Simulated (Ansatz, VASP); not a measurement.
# Si24O47 (V_O) in two plane-wave programs

Wanted: the spread between two codes on one cell, functional and k mesh. Of the first pair: The cell is taken from a series of runs on this material, whose earlier steps may have relaxed, scaled, displaced or heated it; both programs get it as it stands.

Calculated with Ansatz 0.2.0; plane waves, with VASP 6.6.1 beside it; single point at PBEsol.

## 1. Starting point

The cell holds 71 atoms: 24 Si and 47 O. Cell: a = 9.897 Å, b = 9.897 Å, c = 10.883 Å, α = 90.0°, β = 90.0°, γ = 120.0°. It derives from SiO2 (SiO2 (P3_121)). Nearest the centre at fractional (0.294, 0.427, 0.559): Si12 at 1.56 Å, Si4 at 1.66 Å, O45 at 2.27 Å, O25 at 2.48 Å, O30 at 2.51 Å, O32 at 2.57 Å, O46 at 2.57 Å, O33 at 2.71 Å. The cell carries charge +1.

Structure file:

```
Si O
1.0
     9.89683    0.00000    0.00000
    -4.94841    8.57090    0.00000
     0.00000    0.00000   10.88264
Si O
24 47
Direct
  0.26393 0.26347 0.00181
  0.99411 0.24294 0.33425
  0.23206 0.99826 0.16710
  0.26218 0.25812 0.50407
  0.99773 0.22853 0.83424
  0.23620 0.99154 0.67310
  0.26594 0.76589 0.99953
  0.99838 0.73358 0.33329
  0.23792 0.50278 0.16666
  0.26956 0.76073 0.49260
  0.99765 0.73379 0.83709
  0.23774 0.48971 0.66827
  0.77029 0.27202 0.99813
  0.49531 0.23922 0.33348
  0.74232 0.00562 0.16422
  0.75669 0.26599 0.50312
  0.50069 0.23655 0.83546
  0.73441 0.99904 0.66568
  0.76663 0.76666 0.00248
  0.50660 0.74075 0.32825
  0.73481 0.50176 0.16679
  0.76708 0.76766 0.50018
  0.50375 0.73402 0.83137
  0.73070 0.50256 0.66953
  0.12773 0.22348 0.40804
  0.29307 0.42659 0.05974
  0.07517 0.37106 0.22700
  0.20216 0.13113 0.10795
  0.35603 0.07600 0.28013
  0.42600 0.30957 0.43915
  0.13366 0.20447 0.89298
  0.07479 0.35214 0.71775
  0.21165 0.12760 0.60770
  0.36922 0.07145 0.77715
  0.42648 0.29187 0.94353
  0.13473 0.70661 0.39014
  0.29723 0.92850 0.06163
  0.06933 0.86276 0.22446
  0.20894 0.63573 0.10715
  0.36952 0.57595 0.27418
  0.43548 0.80611 0.43230
  0.13439 0.70630 0.89181
  0.28924 0.90759 0.57165
  0.06984 0.86734 0.73095
  0.21777 0.60746 0.58146
  0.37326 0.56575 0.76895
  0.42394 0.78826 0.93516
  0.61914 0.20380 0.40098
  0.79652 0.43306 0.05840
  0.57149 0.36529 0.22404
  0.71674 0.14163 0.10584
  0.87052 0.07659 0.27480
  0.91662 0.30093 0.43614
  0.63772 0.21146 0.89181
  0.78835 0.42866 0.56291
  0.56673 0.36840 0.72764
  0.70690 0.13491 0.60974
  0.86138 0.06751 0.77689
  0.93225 0.30244 0.93445
  0.63660 0.70993 0.39203
  0.80099 0.93309 0.05720
  0.57865 0.86913 0.21947
  0.70455 0.63608 0.11051
  0.86278 0.57055 0.27666
  0.92960 0.79365 0.44286
  0.63691 0.70766 0.89309
  0.79820 0.93191 0.55800
  0.57102 0.86059 0.72101
  0.70327 0.63667 0.60868
  0.86284 0.57318 0.77641
  0.92908 0.79226 0.94652
```

## 2. Ansatz: single point, PBEsol, pair 1

Ansatz runs on its PAW soft_1 files.

With cell and atoms fixed, the geometry can't cause a difference; cores, projectors, grids and the points listed under the comparison can.

Input file input.yaml:

```yaml
crystal:
  checkpoint: "../qp1_M1.relax.run"
  host: checkpoint
total_charge: 1
basis:
  ecutwfc: 420
  xc_grid: 2
hamiltonian:
  xc: pbesol
  pseudopotentials: { kind: paw, azcp: { folder: soft_1 }, xc_functional: pbe }
kpoints:
  mp_grid: { grid: [1, 1, 1] }
magnetization:
  spin_polarized: true
  initial_magnetization: 1
  spin_locking: { lock_magnetization: hard }
scf:
  occupations: { method: fixed }
  max_iter: 80
output:
  forces: true
  charged_corrections:
    epsilon: [2.49, 2.49, 2.52]
    static_epsilon: [4.63, 4.63, 4.85]
    defect_position: [0.293757, 0.427297, 0.559361]
  eigenvalues: true
  eigenstates: { localisation: true }
  efg: {}
checkpoint:
  read: "../qp1_M1.relax.run"
  write: "../qp1_M1.a0.run"
  compress: false
  write_wavefunctions: false
  write_every: 100000
```

Started as:

```
> ansatz run input.yaml --threads 32 --pin off --max-ram 84787MiB --backend cuda --events-out ev --progress --plain --runs-dir out --max-vram 78GiB
```

Numbers of over 12 decimals in the logs are rounded to 6 here.

The program printed:

```text
crystal.checkpoint: the structure is that of <dir>, a `relax` run, at its step 10: its result, under pbesol at a charge of 1 e; 71 atoms read, 0 with a starting moment; crystal.structure_sha256 for this input is
Engine: ansatz 0.2.0, aarch64-unknown-linux-gnu
Pseudopotentials: kind: paw
Pseudopotential: Si, paw, valence charge 4, recommended cutoff 420 eV (normal), soft_1/Si.paw.azcp
Pseudopotential: O, paw, valence charge 6, recommended cutoff 420 eV (normal), soft_1/O.paw.azcp
Functional definition: PBEsol
  exchange = pbesol_x
  correlation = pbesol_c
device memory: the entry about to start is reckoned to put 5.7 GiB on a device that reports 175.9 GiB free (of which the cap on the GPU budget leaves the run 78.0 GiB)
GPU FFT provider: cuFFT
GPU libraries: cuBLAS 13.8.1, cuFFT 12.4.0, cuSOLVER 12.3.2
GPU matrix products: emulated (plane waves: as basis.precision tells), large ones in fixed point in workspaces of 1.00 GiB
Crystal: 71 atoms, lattice volume = 923.118 Å³
Basis set: ecut = 420 eV, 18049 PW (Γ), exchange–correlation on 144×144×150 points (8 copies of the dense FFT grid, shifted against one another)
Bands: 260, of which v1, the nominal top of the filled ones, is band 189 counted from 1 (188 counted from 0)
Symmetry: 1 space group operations
Space group: P1 (ITA 1), of the structure as read, at distance tolerance 9.7e-5 Å
Magnetic group: BNS 1.1 (UNI 1), of the structure as read, at distance tolerance 9.7e-5 Å
k-points: 1
Non-local potential: Si, projectors of the file, l = 0: 2, l = 1: 2, l = 2: 1
Non-local potential: O, projectors of the file, l = 0: 2, l = 1: 2, l = 2: 1
PAW form: soft (Blöchl's): semilocal exchange-correlation on the pseudo side does not see the compensation charge
PAW frozen core: Si, regenerated for the run's functional, and the local potential with it (the file was generated under x = pbe(κ = 0.804, μ = 0.219515), c = pbe(β = 0.066725))
PAW frozen core: O, regenerated for the run's functional, and the local potential with it (the file was generated under x = pbe(κ = 0.804, μ = 0.219515), c = pbe(β = 0.066725))
PAW one-centre angular grid: Si, 110 points (default); XC on 64 Gauss nodes
PAW one-centre angular grid: O, 110 points (default); XC on 64 Gauss nodes
Initial density: read from a saved state, or passed on in memory by an earlier SCF of this step, an earlier step, the calling program or the single point that the run made first
Stability of the state it starts from, as read at its close in the collinear treatment: not read negative (Ritz values of 1 − χ₀K, real part plus size of imaginary part, from 1.0 to 1.4, by its mixing steps under no symmetry); read among states of the locked total moment alone; its run was given moments
Starting moments: Σ|m| = 1 μB on 71 of 71 sites; this step starts from the density that it was given
Initial wavefunctions: pseudopotential atomic-orbital guess — the wavefunctions supplied were not used: wavefunction packing (Γ-real/complex/spinor) differs
GPU buffer pool allocated for 388800 grid points (all kernels)
GPU transforms: local potential and band sums: pruned to the plane-wave sphere, on 72×72×75
Functional: x = pbesol(κ = 0.804, μ = 0.123457), c = pbesol(β = 0.046)
iter 1 solved again at ethr=1.88e-7 eV; its pass at ethr=3.10e-3 eV (dr2=7.07e-4 eV) is discarded
SCF iter   1: F=—  HF=-41358.338313 eV  |Δ(HF+E_count)|=         —  Δρ=2.02e-4 (↑1.64e-4 ↓2.02e-4)  dr2=4.39e-4  dr2_m=1.31e-4  M=1.000 μB ∫|m|=1.036 μB  Hψ=3637
preconditioner: auto → Resta (q_TF=auto, 2.350 Å⁻¹)  ε∞=3.1  [insulator: Δε(μ)=1.827 eV  Ē_g=16.504 eV  n_scr=212 (ndim 8)  ℏωp=23.7 eV  f_vac=0.114  ε∞_Penn≈3.1]
spin=Collinear: Resta preconditioning applied to the charge; magnetization (m = ρ↑ − ρ↓) channel mixes plain (no charge-response kernel on spin).
SCF iter   2: F=—  HF=-41358.338450 eV  |Δ(HF+E_count)|=   1.37e-4  Δρ=1.36e-4 (↑1.21e-4 ↓1.36e-4)  dr2=1.84e-4  dr2_m=7.37e-5  M=1.000 μB ∫|m|=1.036 μB  Hψ=555
SCF iter   3: F=—  HF=-41358.338266 eV  |Δ(HF+E_count)|=   1.84e-4  Δρ=3.45e-5 (↑2.25e-5 ↓3.45e-5)  dr2=1.51e-5  dr2_m=4.23e-6  M=1.000 μB ∫|m|=1.036 μB  Hψ=754
SCF iter   4: F=—  HF=-41358.339568 eV  |Δ(HF+E_count)|=   1.30e-3  Δρ=9.91e-6 (↑9.91e-6 ↓7.56e-6)  dr2=1.51e-6  dr2_m=2.54e-7  M=1.000 μB ∫|m|=1.037 μB  Hψ=766
SCF iter   5: F=—  HF=-41358.339569 eV  |Δ(HF+E_count)|=   3.62e-7  Δρ=4.44e-6 (↑3.67e-6 ↓4.44e-6)  dr2=4.34e-7  dr2_m=1.14e-8  M=1.000 μB ∫|m|=1.037 μB  Hψ=767
SCF iter   6: F=—  HF=-41358.339569 eV  |Δ(HF+E_count)|=   3.17e-8  Δρ=1.00e-6 (↑9.35e-7 ↓1.00e-6)  dr2=2.61e-8  dr2_m=2.79e-9  M=1.000 μB ∫|m|=1.037 μB  Hψ=4047
SCF iter   7: F=-41358.339569 eV  HF=-41358.339569 eV  |Δ(HF+E_count)|=   2.56e-8  Δρ=4.19e-7 (↑3.90e-7 ↓4.19e-7)  dr2=4.76e-9  dr2_m=1.13e-10  M=1.000 μB ∫|m|=1.037 μB  Hψ=1190
SCF 1 converged in 7 iterations: F = -41358.339569 eV  dr2 = 4.76e-9
  greatest PAW one-centre occupation: 0.863 electrons in one spin orbital (limit 2), on the O atom at site 13 (counted from 0), in its partial waves of l = 0
SCF converged after 7 iterations
Stability checked in part: among states of this total moment the steps that led to this state did not find it unstable. No probe was made; neither looks for a lower state of another moment (fixed_total_moment; see scf.lower_state_search)
Magnetization: 1.0000 μB (189.0000 up, 188.0000 down)
Absolute magnetization: 1.0397 μB (∫|ρ↑−ρ↓|, with the PAW one-centre terms)
Spin contamination: 0.0019 ħ² per cell (⟨S²⟩ above its minimum at these occupations)
Per-site moments (μB) at R_I (Å): [(-5.08547313801062e-6, 0.667297), (0.000278884, 0.663483), (4.151819332467703e-5, 0.667734), (0.051105, 0.655358), (0.000123054, 0.667837), (0.000465627, 0.664674), (1.2634678256494427e-5, 0.667734), (0.00197362, 0.667674), (0.022510, 0.660
Free energy (F): -41358.339569 eV
Harris-Foulkes:  -41358.339569 eV  (|F-HF|=3.13e-10)
Internal energy: -41358.339569 eV  (E = F + TS)
E sigma→0 (E₀):  -41358.339569 eV
Fermi energy:    2.745588 (↑ 2.745588, ↓ 2.198873) eV
--- Per-component energies (eV) ---
  E_band       = -1731.908741
  E_kinetic    = 9100.862660
  E_local      = -23350.648710  (includes V_loc(G=0)·N_el)
  E_nonlocal   = 3004.246270
  E_hartree    = 8539.543672
  E_xc         = -4676.276929
  E_vxc        = -5425.992394  (∫ρ·V_xc dr)
  E_paw        = -19375.374274  (= ΣΔE_a)
  E_vpaw       = -2139.501202  (= ΣTr[D̂ρ^β])
  E_aug_tail   = 0.039180  (compensation charges beyond the density's cutoff)
  E_ewald      = -14603.147427
  E_core_change = 2.415989  (= ΣΔE_core)
  E_smearing   = -0.000000  (= −TS)
  E_closure    = 0.000000  (closes the sum)
  E_deformation_potential = 11.559657  (in the stress; not in F)
  Σ components = -41358.339569   (vs F -41358.339569, Δ=0.00e0)
--- Forces (eV/Å), atoms counted from 1 ---
  atom   1  Si     0.00228573    -0.00436736    -0.00021348
  atom   2  Si    -0.01599107    -0.00013310    -0.01759284
  atom   3  Si    -0.00123450    -0.00567048    -0.00142365
  atom   4  O      0.00995783    -0.00203175     0.02052489
  atom   5  O      0.00490917     0.00169246     0.00767086
  atom   6  O     -0.00767897     0.00470667     0.01123270
  [... 65 more lines of this table ...]
  max |Σ_I F_I| component: 1.43e-5 eV/Å
--- PAW observables at the nuclei: V_zz in 10²¹ V/m², potentials from the cell's mean, atoms counted from 1 ---
  atom   1  Si V_zz =    +0.687870   η = 0.6476   by run symmetry: allowed
            electrostatic potential = -1354.697847 V   contact ρ = 12817.736510 e/Å³   contact ρ_s (e/Å³): all electrons -0.000342, valence -0.000352
  atom   2  Si V_zz =    +2.013405   η = 0.3222   by run symmetry: allowed
            electrostatic potential = -1354.462857 V   contact ρ = 12817.617419 e/Å³   contact ρ_s (e/Å³): all electrons +0.003435, valence +0.004075
  atom   3  Si V_zz =    +1.051867   η = 0.6114   by run symmetry: allowed
            electrostatic potential = -1354.626995 V   contact ρ = 12817.755236 e/Å³   contact ρ_s (e/Å³): all electrons +0.004369, valence +0.004391
  [... 136 more lines of this table ...]
--- Charged-cell corrections in eV (Makov–Payne, q = +1.000 e, ε = [2.490, 2.490, 2.520] of the electrons, [4.630, 4.630, 4.850] with the ions) ---
  F (periodic)     = -41358.339569  (uncorrected; the corrections below are reported, never added to it)
  E_corr1          = +0.838554  (monopole, q²α_M/2ε̄L, of the cell on which ε is isotropic)
  F Makov-Payne    = n/a  (the rows are of the electrons' constant alone; ansatz place-levels tells what screens the charge)
  no potential alignment in this run, which stands beside a crystal: run the host's input off ansatz write-host-input, and read the two finished runs by ansatz place-levels (neither reads a slab, a wire or a sheet, whose cell leaves a vacuum)
--- Band table (eV) ---
  k-point 0 ↑: bands = ["-17.1286", "-16.9002", "-16.6835", "-16.6480", "-16.6030", "-16.5440", "-16.5227", "-16.4997", "-16.4265", "-16.2609", "-16.1910", "-16.1440", "-16.0965", "-16.0070", "-15.987
  k-point 0 ↓: bands = ["-17.0967", "-16.8466", "-16.6606", "-16.6178", "-16.5901", "-16.5301", "-16.5138", "-16.4973", "-16.4250", "-16.2439", "-16.1715", "-16.1261", "-16.0818", "-16.0058", "-15.985
```

[end of part 1 of 4]

[Lines on the potential files, build, host, timing and source positions are cut from VASP's logs without a mark.]

[Logs are printed without paths, hosts, clocks, repeated set-up lines and the standing remarks that a program may print on its own settings, such as how far it seeks lower states.]

[Hosts, paths, dates, database ids (printed as entryN), source tags and the programs' standing remarks are cut or masked in the printed files.]
